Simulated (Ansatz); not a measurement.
Write the native input for Ansatz 0.2.0 that does the following.

| Quantity | Value |
| --- | --- |
| Task | single point |
| Functional | PBE |
| Dispersion | D3(BJ) |
| Potentials or basis | all-electron LAPW, scalar-relativistic |
| Cutoff | 254 eV (chosen from the basis error) |
| Basis error allowed | 0.001 eV/atom |
| k mesh | 10 × 10 × 10 |
| Occupations | methfessel-paxton, width 0.05 eV |
| Spin | collinear spin, ferromagnetic start |
| Starting moments | [0.5, 0.0] μB |
| Hubbard terms | Zr d U = 1 eV |
| Start of the occupations | auto |
| Double counting | amf |
| Hubbard projectors | atomic |

The system is ZrC.

```
Zr C
1.0
     0.00000    2.36500    2.36500
     2.36500    0.00000    2.36500
     2.36500    2.36500    0.00000
Zr C
1 1
Direct
  0.50000 0.50000 0.50000
  0.00000 0.00000 0.00000
```

These files were run (other wordings do the same):

input.yaml

```yaml
crystal:
  lattice: { a: 4.73, b: 4.73, c: 4.73, alpha: 90.0, beta: 90.0, gamma: 90.0 }
  space_group: 225
  setting: { hermann_mauguin: Fm-3m }
  reduce_to_primitive: true
  atoms:
    - { symbol: Zr, position: [0.5, 0.0, 0.0], spin: 0.5 }
    - { symbol: C, position: [0.0, 0.0, 0.0] }
kpoints:
  mp_grid: { grid: [10, 10, 10] }
scf:
  occupations: { method: methfessel_paxton, width: 0.05 }
hamiltonian:
  xc: pbe
  dispersion: d3bj
  pseudopotentials: { kind: all_electron, lapw: { basis_error: 0.001 } }
  hubbard:
    sites: [{ species: Zr, l: d, u_eff: 1 }]
    double_counting: amf
    projectors: atomic
magnetization:
  spin_polarized: true
output:
  forces: true
  stress: true
  eigenvalues: true
  hubbard: {}
```

Potentials or basis: all-electron LAPW, scalar-relativistic.

Launch:

```console
$ ansatz run input.yaml --threads 1 --pin off --max-ram 2560MiB --backend cpu --events-out ev --progress --plain --runs-dir out
```

Results of the run:

```
Pressure               : -7.8 GPa
Band gap on the k mesh : none (metal or under the smearing width)
Net moment             : 0.00 μB per cell
Absolute moment        : 0.00 μB per cell
```

Caveat: U is the effective U less J, on atomic orbitals that reach past the spheres; pairwise dispersion overbinds metals, which lowers pressure and volume; the U is typed as a test and isn't derived for this compound; the starting moments weren't kept.

Run time: 14 s on 1 thread of Intel(R) Xeon(R) 6975P-C (Granite Rapids), on a shared host, peak memory 0.48 GiB.
